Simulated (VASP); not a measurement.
Here is a VASP 6.6.1 calculation.

Contents of INCAR:

```
SYSTEM = P
PREC = Accurate
ENCUT = 520
EDIFF = 1E-7
ISMEAR = 0
SIGMA = 0.02
LREAL = .False.
LASPH = .True.
NELM = 100
ALGO = Fast
ISIF = 3
LWAVE = .False.
LCHARG = .False.
GGA = PS
IVDW = 12
IBRION = 2
NSW = 80
EDIFFG = -0.002
PSTRESS = 60.0
```

Contents of KPOINTS:

```
regular mesh
0
Gamma
  6 6 6
  0 0 0
```

File POSCAR:

```
P
1.0
    1.7257251800      0.9963479000      3.1296800100
   -1.7257251800      0.9963479000      3.1296800100
    0.0000000000     -1.9926957900      3.1296800100
P
2
Direct
    0.2270802500      0.2270802500      0.2270802500
    0.7729197500      0.7729197500      0.7729197500
```

Potentials or basis: VASP PAW PBE potentials, release 64 (P).

Command:

```bash
$ cat potpaw_PBE.64/P/POTCAR > POTCAR
$ mpirun -np 1 vasp_std > vasp.out
```

Question: Estimate the space group after relaxing (to 0.05 Å).

Answer: R-3m (No. 166).

Question: Predict the dispersion energy per atom.

Answer: -0.414 eV.

Final structure:
```
CELL_PARAMETERS angstrom
1.66753 0.96275 2.84493
-1.66753 0.96275 2.84493
0.00000 -1.92550 2.84493
ATOMIC_POSITIONS crystal
P 0.23528 0.23528 0.23528
P 0.76472 0.76472 0.76472
```

Caveat: the k mesh is coarse (spacing up to 0.37 Å⁻¹), so the values aren't converged; the cell is relaxed towards a set pressure, so the enthalpy falls and the energy may rise.
